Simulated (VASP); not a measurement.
Input of a VASP 6.6.1 run:

Contents of INCAR:

```
SYSTEM = Sc
PREC = Accurate ; ENCUT = 700
EDIFF = 1E-6 ; ISMEAR = 1
SIGMA = 0.1 ; LREAL = .FALSE.
LASPH = .TRUE. ; NELM = 120
ALGO = Fast ; ISIF = 3
LWAVE = .FALSE. ; LCHARG = .FALSE.
GGA = PE ; IBRION = 2
NSW = 40 ; EDIFFG = -0.005
```

File KPOINTS:

```
regular mesh
0
G
  14 14 8
  0 0 0
```

POSCAR

```
Sc
1.0
    3.2700000000      0.0000000000      0.0000000000
   -1.6350000000      2.8319030700      0.0000000000
    0.0000000000      0.0000000000      5.0900000000
Sc
2
Direct
    0.3333333300      0.6666666700      0.2500000000
    0.6666666700      0.3333333300      0.7500000000
```

Potentials or basis: VASP PAW PBE potentials, release 64 (Sc_sv).

Run with:

```bash
$ cat potpaw_PBE.64/Sc_sv/POTCAR > POTCAR
$ mpirun -np 1 vasp_std > vasp.out
```

(1) Predict the relaxed cell.

(2) What does it give for the space group after relaxing (to 0.05 Å)?

Results:

(1) a = 3.320 Å, b = 3.320 Å, c = 5.160 Å, α = 90.00°, β = 90.00°, γ = 120.00°.

(2) P6_3/mmc (No. 194).
